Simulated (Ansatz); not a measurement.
Crystal: NiO2.

```
CELL_PARAMETERS angstrom
1.40213 0.80952 6.97429
-1.40213 0.80952 6.97429
0.00000 -1.61904 6.97429
ATOMIC_POSITIONS crystal
Ni 0.00000 0.00000 0.00000
O 0.37879 0.37879 0.37879
O 0.62121 0.62121 0.62121
```

The cell comes from a database or a generator and needn't be the stable form of this composition.

* Program: Ansatz 0.2.0
* Task: relaxation of cell and atoms
* Functional: PBEsol
* Potentials or basis: Ansatz PAW
* Cutoff: 420 eV (not typed: the program's choice for these potentials)
* k mesh: 11 × 11 × 11
* Occupations: fermi-dirac, width 0.05 eV
* Spin: collinear spin, ferromagnetic start
* Starting moments: [1.0, 0.0, 0.0] μB

At the start: volume 15.83 Å³/atom.

Task: Where does the relaxation end?

Result: It ends after 8 steps and the volume is 15.61 Å³/atom (-1.4 %); space group R-3m (No. 166, to 0.05 Å); moment 0.00 μB per cell.

The path:
```
step  energy change (eV)  largest force (eV/Å)  volume (Å³)
   1              0.0000                0.5018        47.50
   2             -0.0135                0.2853        47.17
   3             -0.0207                0.0152        46.81
   4             -0.0203                0.0126        46.92
   5             -0.0203                0.0002        46.92
   6             -0.0182                0.0001        46.92
   7             -0.0186                0.0018        46.83
   8             -0.0182                0.0017        46.83
```

Final structure:
```cif
data_structure
_symmetry_space_group_name_H-M 'P 1'
_symmetry_Int_Tables_number 1
_cell_length_a 7.1611
_cell_length_b 7.1611
_cell_length_c 7.1611
_cell_angle_alpha 22.415
_cell_angle_beta 22.415
_cell_angle_gamma 22.415
_cell_volume 46.83
loop_
_atom_site_label
_atom_site_type_symbol
_atom_site_fract_x
_atom_site_fract_y
_atom_site_fract_z
_atom_site_occupancy
Ni1 Ni 0.00000 0.00000 0.00000 1
O1 O 0.37791 0.37791 0.37791 1
O2 O 0.62209 0.62209 0.62209 1
```

Caveat: the plane-wave basis is chosen anew once the cell has moved, so the energies of steps on either side of that aren't comparable; the pressure holds a Pulay correction of +0.6 GPa for the finite cutoff; the PAW data sets come from PBE, with cores solved anew for the run's functional, which leaves a small shift of forces and pressure; the starting moments weren't kept.
